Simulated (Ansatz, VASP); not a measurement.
One calculation of InAs, two programs

```
In As
1.0
     0.00000    3.01800    3.01800
     3.01800    0.00000    3.01800
     3.01800    3.01800    0.00000
In As
1 1
Direct
  0.00000 0.00000 0.00000
  0.75000 0.75000 0.75000
```

Alike in both runs: task single point; functional PBE; k mesh 8 × 8 × 8; occupations gaussian, width 0.019 eV; no spin polarisation.

```csv
,VASP,Ansatz
version,VASP 6.6.1,Ansatz 0.2.0
potentials or method,"VASP PAW PBE potentials, release 64 (In_d, As)",Ansatz PAW
plane-wave cutoff (eV),520,420
valence electrons in the cell,18,28
```

Ansatz gave:

```
gap on the k mesh at the Fermi level (eV) : none
pressure (GPa)                            : 4.3
```

**Question.** Which values does VASP return?

**Answer.** gap on the k mesh at the Fermi level (eV): none; pressure (GPa): 4.4.

A gap of «none» marks a metal or a gap that the smearing closes. The two sets of potentials don't hold the same shells in valence.

Caveats: this crystal is a semiconductor, whose small gap the functional closes, so the metal is an error of the method.
